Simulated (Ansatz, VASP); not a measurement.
**CdF2: VASP beside Ansatz**

Aim: how closely do two programs agree when they are given the same cell, functional and k mesh? The cell is taken from a series of VASP runs on this material, whose earlier steps may have relaxed, scaled or displaced it; both programs get it as it stands. Valence electrons are named where the data sets of a main pair hold unlike numbers.

Method: plane waves, with VASP 6.6.1 beside it; zone-centre phonons at LDA, in Ansatz 0.2.0.

## 1. The starting structure

Symmetry: Fm-3m, No. 225, cubic system. Conventional cell: a = 5.315 Å, b = 5.315 Å, c = 5.315 Å, α = 90.00°, β = 90.00°, γ = 90.00°. Cd has 8 F at 2.30 Å nearest. Nearest to F lie 4 Cd at 2.30 Å. Farther neighbours and most contacts between anions are not listed.

Coordinates:

```
Cd F
1.0
     0.00000    2.65731    2.65731
     2.65731    0.00000    2.65731
     2.65731    2.65731    0.00000
Cd F
1 2
Direct
  0.00000 0.00000 0.00000
  0.75000 0.75000 0.75000
  0.25000 0.25000 0.25000
```

## 2. VASP: zone-centre phonons, LDA

Second derivatives magnify differences that forces hide, and they need a tight electronic threshold.

Lines of VASP's logs that name or quote its potential files are left out, and so is its time.

The input, INCAR:

```
SYSTEM = CdF2
PREC = Accurate
ENCUT = 560
EDIFF = 1E-08
NELM = 100
ISMEAR = 0
SIGMA = 0.03
LREAL = .FALSE.
ALGO = Normal
GGA = CA
NBANDS = 19
LORBIT = 11
LWAVE = .FALSE.
LCHARG = .FALSE.
KPAR = 4
IBRION = 8
LEPSILON = .TRUE.
LPEAD = .TRUE.
ISIF = 2
```

The input, POSCAR:

```
CdF2
1.0
    0.0000000000      2.6573146293      2.6573146293
    2.6573146293      0.0000000000      2.6573146293
    2.6573146293      2.6573146293      0.0000000000
Cd F
1 2
Direct
    0.0000000000      0.0000000000      0.0000000000
    0.7500000000      0.7500000000      0.7500000000
    0.2500000000      0.2500000000      0.2500000000
```

The input, KPOINTS:

```
Automatic mesh
0
Gamma
14 14 14
0 0 0
```

PAW data sets: Cd and F (LDA family, release 64).

Command:

```bash
mpirun -np 4 vasp_std
```

Numbers of over 12 decimals in the logs are rounded to 6 here.

Log:

```text
[banner, memory and clock lines left out]
running    4 mpi-ranks, on    1 nodes
 distrk:  each k-point on    1 cores,    4 groups
 distr:  one band on    1 cores,    1 groups

 POSCAR found type information on POSCAR CdF
 POSCAR found :  2 types and       3 ions
 LDA part: xc-table for (Slater(with rela. corr.)+CA(PZ))
 , standard interpolation
 POSCAR, INCAR and KPOINTS ok, starting setup
 FFT: planning ... GRIDC
 FFT: planning ... GRID_SOFT
 FFT: planning ... GRID
 WAVECAR not read
 entering main loop
       N       E                     dE             d eps       ncg     rms          rms(c)
DAV:   1     0.209262867337E+03    0.20926E+03   -0.16228E+04  4024   0.148E+03
DAV:   2    -0.495784675850E+01   -0.21422E+03   -0.20546E+03  4246   0.371E+02
DAV:   3    -0.142125285813E+02   -0.92547E+01   -0.92274E+01  4436   0.847E+01
DAV:   4    -0.142571454681E+02   -0.44617E-01   -0.44614E-01  4230   0.598E+00
DAV:   5    -0.142573098107E+02   -0.16434E-03   -0.16434E-03  4360   0.334E-01    0.106E+01
DAV:   6    -0.127587676634E+02    0.14985E+01   -0.37331E+00  5121   0.368E+01    0.804E+00
DAV:   7    -0.127699341883E+02   -0.11167E-01   -0.69471E-01  4054   0.815E+00    0.461E+00
DAV:   8    -0.127459306594E+02    0.24004E-01   -0.13493E-01  4111   0.348E+00    0.688E-01
DAV:   9    -0.127375480286E+02    0.83826E-02   -0.28908E-02  5105   0.228E+00    0.878E-02
DAV:  10    -0.127378190717E+02   -0.27104E-03   -0.27376E-03  4060   0.544E-01    0.676E-02
DAV:  11    -0.127378359379E+02   -0.16866E-04   -0.68695E-05  4336   0.130E-01    0.306E-02
DAV:  12    -0.127378328410E+02    0.30969E-05   -0.24944E-05  4069   0.491E-02    0.127E-02
DAV:  13    -0.127378329996E+02   -0.15859E-06   -0.19917E-06  4243   0.186E-02    0.164E-03
DAV:  14    -0.127378330005E+02   -0.86629E-09   -0.11955E-07  4228   0.373E-03    0.104E-03
DAV:  15    -0.127378329922E+02    0.82578E-08   -0.23219E-08  3098   0.180E-03
   1 F= -.12737833E+02 E0= -.12737833E+02  d E =-.336549E-25
 Linear response reoptimize wavefunctions to high precision
DAV:   1    -0.127378329924E+02   -0.20282E-09   -0.17443E-09  2453   0.477E-04
DAV:   2    -0.127378329925E+02   -0.24556E-10   -0.93137E-11  2099   0.110E-04
 Linear response to external field (no local field effect), progress :
  Direction:   1
       N       E                     dE             d eps       ncg     rms          rms(c)
RMM:   1    -0.223222229038E+00   -0.22322E+00   -0.72363E-01  4207   0.259E+00
RMM:   2    -0.231269200506E+00   -0.80470E-02   -0.36845E-03  3860   0.427E-01
RMM:   3    -0.231281209005E+00   -0.12008E-04   -0.16096E-05  4052   0.307E-02
RMM:   4    -0.231281291774E+00   -0.82769E-07   -0.98218E-08  4033   0.220E-03
RMM:   5    -0.231281292004E+00   -0.22985E-09    0.30133E-10  3001   0.192E-04
 change of polarisation eV/A/(eV/A) component  1 :     0.463     0.056     0.035
 dielectric tensor                  component  1 :     3.230     0.272     0.170
 Linear response to external field (no local field effect), progress :
  Direction:   2
       N       E                     dE             d eps       ncg     rms          rms(c)
RMM:   1    -0.202837849856E+00   -0.20284E+00   -0.61710E-01  4265   0.254E+00
RMM:   2    -0.209545620307E+00   -0.67078E-02   -0.29660E-03  3858   0.377E-01
RMM:   3    -0.209554812934E+00   -0.91926E-05   -0.13490E-05  4051   0.278E-02
RMM:   4    -0.209554875444E+00   -0.62510E-07   -0.81119E-08  4028   0.199E-03
RMM:   5    -0.209554875662E+00   -0.21749E-09   -0.20663E-09  2931   0.178E-04
 change of polarisation eV/A/(eV/A) component  2 :     0.056     0.419    -0.052
 dielectric tensor                  component  2 :     0.272     3.021    -0.249
 Linear response to external field (no local field effect), progress :
  Direction:   3
       N       E                     dE             d eps       ncg     rms          rms(c)
RMM:   1    -0.169985387304E+00   -0.16999E+00   -0.45819E-01  3988   0.237E+00
RMM:   2    -0.174972173089E+00   -0.49868E-02   -0.31523E-03  3851   0.402E-01
RMM:   3    -0.174985983682E+00   -0.13811E-04   -0.17914E-05  4048   0.301E-02
RMM:   4    -0.174986093950E+00   -0.11027E-06   -0.11154E-07  4021   0.216E-03
RMM:   5    -0.174986094413E+00   -0.46271E-09   -0.20868E-09  2709   0.199E-04
 change of polarisation eV/A/(eV/A) component  3 :     0.035    -0.052     0.350
 dielectric tensor                  component  3 :     0.170    -0.249     2.687
 Linear response to external field, progress :
  Direction:   1
       N       E                     dE             d eps       ncg     rms          rms(c)
RMM:   1    -0.198690697504E+00   -0.19869E+00   -0.59973E-01  9645   0.250E+00
RMM:   2    -0.205262606353E+00   -0.65719E-02   -0.32576E-03  9040   0.401E-01    0.694E-01
RMM:   3    -0.199775181022E+00    0.54874E-02   -0.26624E-03 12319   0.386E-01    0.385E-01
RMM:   4    -0.202932617654E+00   -0.31574E-02   -0.45739E-03 14841   0.492E-01    0.470E-02
RMM:   5    -0.203721478836E+00   -0.78886E-03   -0.78410E-05 13633   0.650E-02    0.626E-03
RMM:   6    -0.203760672516E+00   -0.39194E-04   -0.97627E-07 14659   0.811E-03    0.335E-03
RMM:   7    -0.203801532241E+00   -0.40860E-04   -0.19790E-07 14129   0.328E-03    0.344E-04
RMM:   8    -0.203800756311E+00    0.77593E-06   -0.36776E-09 14564   0.483E-04    0.186E-04
RMM:   9    -0.203800011917E+00    0.74439E-06   -0.16455E-09 12469   0.201E-04    0.212E-05
RMM:  10    -0.203799834322E+00    0.17759E-06   -0.56384E-10  6331   0.498E-05    0.576E-06
 change of polarisation eV/A/(eV/A) component  1 :     0.391     0.029     0.013
 dielectric tensor                  component  1 :     2.884     0.141     0.062
 Linear response to external field, progress :
  Direction:   2
       N       E                     dE             d eps       ncg     rms          rms(c)
RMM:   1    -0.198663058951E+00   -0.19866E+00   -0.59945E-01  9659   0.250E+00
RMM:   2    -0.205262335965E+00   -0.65993E-02   -0.32739E-03  9041   0.402E-01    0.694E-01
RMM:   3    -0.199774790730E+00    0.54875E-02   -0.26612E-03 12323   0.386E-01    0.385E-01
RMM:   4    -0.202932464311E+00   -0.31577E-02   -0.45749E-03 14840   0.492E-01    0.471E-02
RMM:   5    -0.203721056973E+00   -0.78859E-03   -0.78479E-05 13644   0.651E-02    0.625E-03
RMM:   6    -0.203760282401E+00   -0.39225E-04   -0.97230E-07 14658   0.812E-03    0.335E-03
RMM:   7    -0.203801141792E+00   -0.40859E-04   -0.20144E-07 14146   0.328E-03    0.344E-04
RMM:   8    -0.203800389985E+00    0.75181E-06   -0.31473E-09 14577   0.481E-04    0.187E-04
RMM:   9    -0.203799630684E+00    0.75930E-06   -0.30169E-09 12527   0.200E-04    0.215E-05
RMM:  10    -0.203799511198E+00    0.11949E-06   -0.15544E-09  6273   0.484E-05    0.943E-06
 change of polarisation eV/A/(eV/A) component  2 :     0.017     0.391    -0.004
 dielectric tensor                  component  2 :     0.083     2.884    -0.019
 Linear response to external field, progress :
  Direction:   3
       N       E                     dE             d eps       ncg     rms          rms(c)
RMM:   1    -0.198692244022E+00   -0.19869E+00   -0.59975E-01  9661   0.250E+00
RMM:   2    -0.205262270748E+00   -0.65700E-02   -0.32731E-03  9041   0.402E-01    0.694E-01
RMM:   3    -0.199774798305E+00    0.54875E-02   -0.26613E-03 12323   0.386E-01    0.385E-01
RMM:   4    -0.202932456312E+00   -0.31577E-02   -0.45749E-03 14846   0.492E-01    0.471E-02
RMM:   5    -0.203721102638E+00   -0.78865E-03   -0.78490E-05 13645   0.651E-02    0.625E-03
RMM:   6    -0.203760286462E+00   -0.39184E-04   -0.97152E-07 14658   0.811E-03    0.335E-03
RMM:   7    -0.203801150419E+00   -0.40864E-04   -0.20157E-07 14141   0.328E-03    0.344E-04
RMM:   8    -0.203800402185E+00    0.74823E-06   -0.31359E-09 14570   0.481E-04    0.187E-04
RMM:   9    -0.203799642299E+00    0.75989E-06   -0.31699E-09 12516   0.200E-04    0.216E-05
RMM:  10    -0.203799523133E+00    0.11917E-06   -0.17860E-09  6273   0.484E-05    0.953E-06
 change of polarisation eV/A/(eV/A) component  3 :    -0.000     0.012     0.391
 dielectric tensor                  component  3 :    -0.001     0.058     2.884
 Linear response DOF=           2
 Linear response progress:
  Degree of freedom:   1/  2
       N       E                     dE             d eps       ncg     rms          rms(c)
RMM:   1    -0.438279285887E+00   -0.43828E+00   -0.23141E-01 14887   0.325E+00
RMM:   2    -0.433723835524E+00    0.45555E-02   -0.63572E-03 14299   0.578E-01    0.133E-01
RMM:   3    -0.432820670906E+00    0.90316E-03   -0.27306E-04 15232   0.107E-01    0.650E-02
RMM:   4    -0.432102610652E+00    0.71806E-03   -0.12791E-04 15493   0.768E-02    0.149E-02
RMM:   5    -0.431985683815E+00    0.11693E-03   -0.28167E-06 13945   0.132E-02    0.474E-03
RMM:   6    -0.432009910681E+00   -0.24227E-04   -0.34691E-07 15220   0.422E-03    0.554E-04
RMM:   7    -0.432014360592E+00   -0.44499E-05   -0.95803E-09 15588   0.538E-04    0.282E-04
RMM:   8    -0.432014367531E+00   -0.69382E-08   -0.65314E-09 15479   0.339E-04    0.403E-05
 first order change of Fermi-energy   0.27587E-01
 force on displaced ion       1 direction 1 :  -6.267   0.000   0.000
 Born effective charge ion    1 direction 1 :   2.426   0.000   0.000
 Linear response progress:
  Degree of freedom:   2/  2
       N       E                     dE             d eps       ncg     rms          rms(c)
RMM:   1    -0.524656339440E+00   -0.52466E+00    0.67124E-01 31079   0.481E+00
RMM:   2    -0.522582268208E+00    0.20741E-02   -0.42416E-03 24247   0.631E-01    0.142E-01
RMM:   3    -0.523629215962E+00   -0.10469E-02   -0.24297E-04 22175   0.119E-01    0.803E-02
RMM:   4    -0.524909317041E+00   -0.12801E-02   -0.16209E-04 22383   0.866E-02    0.114E-02
RMM:   5    -0.524908373281E+00    0.94376E-06   -0.30969E-06 26159   0.145E-02    0.230E-03
RMM:   6    -0.524880747266E+00    0.27626E-04   -0.72188E-08 22946   0.202E-03    0.795E-04
RMM:   7    -0.524880847524E+00   -0.10026E-06   -0.10850E-08 26754   0.704E-04    0.119E-04
RMM:   8    -0.524881625376E+00   -0.77785E-06   -0.47172E-09 25661   0.150E-04    0.467E-05
RMM:   9    -0.524881384045E+00    0.24133E-06   -0.28176E-09 26541   0.922E-05    0.834E-06
RMM:  10    -0.524881342206E+00    0.41839E-07   -0.27708E-09 27202   0.457E-05    0.350E-06
RMM:  11    -0.524881338089E+00    0.41171E-08   -0.24918E-09 23227   0.411E-05    0.633E-07
 first order change of Fermi-energy   0.50772E-04
 force on displaced ion       2 direction 1 :  -5.150  -0.000  -0.000
 Born effective charge ion    2 direction 1 :  -1.213   0.000   0.000
 Born effective charges drift removed
 Linear response finished
```

Parts of OUTCAR (step 2):

```text
ion  position               nearest neighbor table
   1  0.000  0.000  0.000-   2 2.30   2 2.30   2 2.30   2 2.30   3 2.30   3 2.30   3 2.30   3 2.30

  LATTYP: Found a face centered cubic cell.
 ALAT       =     5.3146292586

 Subroutine GETGRP returns: Found 48 space group operations
 (whereof 48 operations were pure point group operations)

The static configuration has the point symmetry O_h .

 Found    104 irreducible k-points:

   k-points           NKPTS =    104   k-points in BZ     NKDIM =    104   number of bands    NBANDS=     19

   dimension x,y,z NGX =    30 NGY =   30 NGZ =   30
   dimension x,y,z NGXF=    60 NGYF=   60 NGZF=   60

   ENCUT  =  560.0 eV  41.16 Ry    6.42 a.u.   7.25  7.25  7.25*2*pi/ulx,y,z

   NELECT =      26.0000    total number of electrons

 k-points in reciprocal lattice and weights: Automatic mesh
   0.00000000  0.00000000  0.00000000       0.000
   0.07142857  0.00000000  0.00000000       0.003
   0.14285714  0.00000000  0.00000000       0.003
   0.21428571  0.00000000  0.00000000       0.003
   0.28571429  0.00000000  0.00000000       0.003
   0.35714286  0.00000000  0.00000000       0.003
   0.42857143  0.00000000  0.00000000       0.003
   0.50000000  0.00000000  0.00000000       0.001
   0.07142857  0.07142857  0.00000000       0.002
[...]
-0.28571429  0.42857143  0.21428571       0.009
  -0.28571429  0.50000000  0.21428571       0.004

 average (electrostatic) potential at core
       1 -39.5252       2 -77.6462       3 -77.6462

  Total       -0.0004155     -0.0004155     -0.0004155      0.0000000     -0.0000000     -0.0000000
  in kB       -0.0177374     -0.0177374     -0.0177374      0.0000000     -0.0000000     -0.0000000
  external PRESSURE =      -0.0177374 kB  Pullay stress =       0.0000000 kB

  energy-cutoff  :      560.00
  volume of cell :       37.53
      direct lattice vectors                 reciprocal lattice vectors
     0.000000000  2.657314629  2.657314629    -0.188159879  0.188159879  0.188159879
     2.657314629  0.000000000  2.657314629     0.188159879 -0.188159879  0.188159879
     2.657314629  2.657314629  0.000000000     0.188159879  0.188159879 -0.188159879

 POSITION                                       TOTAL-FORCE (eV/Angst)
 -----------------------------------------------------------------------------------
      0.00000      0.00000      0.00000         0.000000      0.000000      0.000000
      3.98597      3.98597      3.98597         0.000000      0.000000      0.000000
      1.32866      1.32866      1.32866        -0.000000     -0.000000     -0.000000
 -----------------------------------------------------------------------------------
    total drift:                                0.000000     -0.000000      0.000000

 MACROSCOPIC STATIC DIELECTRIC TENSOR (including local field effects in DFT)
 ------------------------------------------------------
           2.884194    -0.000000     0.000000
          -0.000000     2.884194    -0.000000
           0.000000    -0.000000     2.884194
 ------------------------------------------------------

 PIEZOELECTRIC TENSOR (including local field effects)  for field in x, y, z        (C/m^2)
          XX          YY          ZZ          XY          YZ          ZX
  --------------------------------------------------------------------------------
  x     0.00000     0.00000     0.00000     0.00000     0.00000     0.00000
  y     0.00000     0.00000     0.00000     0.00000     0.00000     0.00000
  z     0.00000     0.00000     0.00000     0.00000     0.00000     0.00000

 BORN EFFECTIVE CHARGES (including local field effects) (in |e|, cummulative output)
 ---------------------------------------------------------------------------------
 ion    1
    1     2.42546     0.00000     0.00000
    2     0.00000     2.42546     0.00000
    3     0.00000     0.00000     2.42546
 ion    2
    1    -1.21273     0.00000     0.00000
    2     0.00000    -1.21273     0.00000
    3     0.00000     0.00000    -1.21273
 ion    3
    1    -1.21273     0.00000     0.00000
    2     0.00000    -1.21273     0.00000
    3     0.00000     0.00000    -1.21273

 Eigenvectors and eigenvalues of the dynamical matrix
 ----------------------------------------------------

   1 f  =    9.607580 THz    60.366203 2PiTHz  320.474360 cm-1    39.733739 meV
             X         Y         Z           dx          dy          dz
      0.000000  0.000000  0.000000     0.000000    0.000000    0.000000
      3.985972  3.985972  3.985972     0.000000    0.000000    0.707107
      1.328657  1.328657  1.328657     0.000000    0.000000   -0.707107

   2 f  =    9.607580 THz    60.366203 2PiTHz  320.474360 cm-1    39.733739 meV
             X         Y         Z           dx          dy          dz
      0.000000  0.000000  0.000000    -0.000000    0.000000   -0.000000
      3.985972  3.985972  3.985972    -0.672249    0.219274    0.000000
      1.328657  1.328657  1.328657     0.672249   -0.219274    0.000000

   3 f  =    9.607580 THz    60.366203 2PiTHz  320.474360 cm-1    39.733739 meV
             X         Y         Z           dx          dy          dz
      0.000000  0.000000  0.000000     0.000000   -0.000000    0.000000
      3.985972  3.985972  3.985972    -0.219274   -0.672249    0.000000
      1.328657  1.328657  1.328657     0.219274    0.672249    0.000000

   4 f  =    7.336997 THz    46.099711 2PiTHz  244.735871 cm-1    30.343367 meV
             X         Y         Z           dx          dy          dz
      0.000000  0.000000  0.000000     0.495588    0.086631    0.000000
      3.985972  3.985972  3.985972    -0.601972   -0.105228   -0.000000
      1.328657  1.328657  1.328657    -0.601972   -0.105228    0.000000

   5 f  =    7.336997 THz    46.099711 2PiTHz  244.735871 cm-1    30.343367 meV
             X         Y         Z           dx          dy          dz
      0.000000  0.000000  0.000000     0.000000    0.000000    0.503103
      3.985972  3.985972  3.985972     0.000000    0.000000   -0.611100
      1.328657  1.328657  1.328657     0.000000   -0.000000   -0.611100

   6 f  =    7.336997 THz    46.099711 2PiTHz  244.735871 cm-1    30.343367 meV
             X         Y         Z           dx          dy          dz
      0.000000  0.000000  0.000000     0.086631   -0.495588    0.000000
      3.985972  3.985972  3.985972    -0.105228    0.601972   -0.000000
      1.328657  1.328657  1.328657    -0.105228    0.601972    0.000000

   7 f/i=    0.004147 THz     0.026054 2PiTHz    0.138316 cm-1     0.017149 meV
             X         Y         Z           dx          dy          dz
      0.000000  0.000000  0.000000    -0.735424   -0.453916   -0.000000
      3.985972  3.985972  3.985972    -0.302727   -0.186848   -0.000000
      1.328657  1.328657  1.328657    -0.302727   -0.186848    0.000000

   8 f/i=    0.004147 THz     0.026054 2PiTHz    0.138316 cm-1     0.017149 meV
             X         Y         Z           dx          dy          dz
      0.000000  0.000000  0.000000     0.000000    0.000000   -0.864227
      3.985972  3.985972  3.985972     0.000000    0.000000   -0.355747
      1.328657  1.328657  1.328657     0.000000    0.000000   -0.355747

   9 f/i=    0.004147 THz     0.026054 2PiTHz    0.138316 cm-1     0.017149 meV
             X         Y         Z           dx          dy          dz
      0.000000  0.000000  0.000000     0.453916   -0.735424   -0.000000
      3.985972  3.985972  3.985972     0.186848   -0.302727   -0.000000
      1.328657  1.328657  1.328657     0.186848   -0.302727    0.000000

 MACROSCOPIC STATIC DIELECTRIC TENSOR IONIC CONTRIBUTION
 ------------------------------------------------------
           4.530167     0.000000     0.000000
           0.000000     4.530167     0.000000
          -0.000000     0.000000     4.530167
 ------------------------------------------------------

 ELASTIC MODULI CONTR FROM IONIC RELAXATION (kBar)
 Direction    XX          YY          ZZ          XY          YZ          ZX
 --------------------------------------------------------------------------------
 XX          -0.0000      0.0000     -0.0000      0.0000      0.0000      0.0000
 YY           0.0000     -0.0000     -0.0000      0.0000     -0.0000     -0.0000
 ZZ          -0.0000     -0.0000     -0.0000      0.0000      0.0000     -0.0000
 XY           0.0000      0.0000      0.0000    -87.1490     -0.0000      0.0000
 YZ           0.0000     -0.0000      0.0000     -0.0000    -87.1490     -0.0000
 ZX           0.0000     -0.0000     -0.0000      0.0000     -0.0000    -87.1490
 --------------------------------------------------------------------------------

 PIEZOELECTRIC TENSOR IONIC CONTR  for field in x, y, z        (C/m^2)
          XX          YY          ZZ          XY          YZ          ZX
  --------------------------------------------------------------------------------
  x    -0.00000     0.00000    -0.00000     0.00000     0.00000     0.00000
  y     0.00000     0.00000     0.00000    -0.00000    -0.00000     0.00000
  z     0.00000     0.00000     0.00000     0.00000    -0.00000     0.00000
```

The gap is read on the k-mesh alone, so it is an upper bound where the band edges lie off the mesh. Energies printed during the response cycles are not total energies of the cell.

(Continued in part 2 of 2.)

[Lines on the potential files, build, host, timing and source positions are cut from VASP's logs without a mark.]

[Logs are printed without paths, hosts, clocks, repeated set-up lines and the standing remarks that a program may print on its own settings, such as how far it seeks lower states.]

[Hosts, paths, dates, database ids (printed as entryN), source tags and the programs' standing remarks are cut or masked in the printed files.]
